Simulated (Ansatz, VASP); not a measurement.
## Two plane-wave programs on ZnS (Wurtzite-4H)

File INCAR:

```
SYSTEM = ZnS
  PREC = Accurate
  ENCUT = 520
  EDIFF = 1E-7
  ISMEAR = -1
  SIGMA = 0.05
  LREAL = .FALSE.
  LASPH = .TRUE.
  NELM = 100
  ALGO = Fast
  ISIF = 2
  LWAVE = .FALSE.
  LCHARG = .TRUE.
  GGA = RE
  IVDW = 13
  LELF = .TRUE.
  LVHAR = .TRUE.
  NBANDS = 46
```

File KPOINTS:

```
regular mesh
0
G
  8 8 3
  0 0 0
```

File POSCAR:

```
ZnS
1.0
    3.7446638178      0.0000000000      0.0000000000
   -1.8723319089      3.2429739948      0.0000000000
    0.0000000000      0.0000000000     12.2644180811
Zn S
4 4
Direct
    0.6666666667      0.3333333333      0.7500000000
    0.3333333333      0.6666666667      0.2500000000
    0.0000000000      0.0000000000      0.5000000000
    0.0000000000      0.0000000000      0.0000000000
    0.6666666667      0.3333333333      0.9375000000
    0.3333333333      0.6666666667      0.4375000000
    0.0000000000      0.0000000000      0.6875000000
    0.0000000000      0.0000000000      0.1875000000
```

Contents of input.yaml:

```yaml
crystal:
  lattice:
    - [3.7446638178, 0.0, 0.0]
    - [-1.8723319089, 3.2429739948, 0.0]
    - [0.0, 0.0, 12.2644180811]
  atoms:
    - { symbol: Zn, position: [0.6666666667, 0.3333333333, 0.75] }
    - { symbol: Zn, position: [0.3333333333, 0.6666666667, 0.25] }
    - { symbol: Zn, position: [0.0, 0.0, 0.5] }
    - { symbol: Zn, position: [0.0, 0.0, 0.0] }
    - { symbol: S, position: [0.6666666667, 0.3333333333, 0.9375] }
    - { symbol: S, position: [0.3333333333, 0.6666666667, 0.4375] }
    - { symbol: S, position: [0.0, 0.0, 0.6875] }
    - { symbol: S, position: [0.0, 0.0, 0.1875] }
hamiltonian:
  xc: revpbe
  pseudopotentials: { kind: paw }
  dispersion: d4
kpoints:
  mp_grid: { grid: [8, 8, 3] }
scf:
  occupations: { method: fermi_dirac, width: 0.05 }
output:
  forces: true
  stress: true
  eigenvalues: true
```

Alike in both runs: task single point; functional revPBE; dispersion D4; k mesh 8 × 8 × 3; occupations fermi-dirac, width 0.05 eV; no spin polarisation.

|  | VASP | Ansatz |
| --- | --- | --- |
| version | VASP 6.6.1 | Ansatz 0.2.0 |
| potentials or method | VASP PAW PBE potentials, release 64 (Zn, S) | Ansatz PAW |
| plane-wave cutoff (eV) | 520 | 420 |
| valence electrons in the cell | 72 | 72 |

Ansatz gave:

* gap on the k mesh at the Fermi level (eV): 2.53
* least direct gap on the mesh (eV): 2.53
* pressure (GPa): 2.7
* largest component of the traceless stress (GPa): 0.09
* rms of the force components (eV/Å): 0.023
* dispersion energy (meV/atom): -593.8

What did VASP give for the same quantities?

gap on the k mesh at the Fermi level (eV): 2.53; least direct gap on the mesh (eV): 2.53; pressure (GPa): 2.9; largest component of the traceless stress (GPa): 0.09; rms of the force components (eV/Å): 0.022; dispersion energy (meV/atom): -593.6.

Atom by atom the forces differ by 0.002 eV/Å (rms over components).

Caveats: the PAW data sets were made with another functional, which shifts forces and pressure a little (VASP); an odd mesh through Γ misses points on the zone boundary, where band edges often lie (VASP); odd divisions of the mesh miss points on the zone boundary, where band edges often lie, so the gap on the mesh can be too wide (Ansatz); the PAW data sets come from PBE, with cores solved anew for the run's functional, which leaves a small shift of forces and pressure (Ansatz).
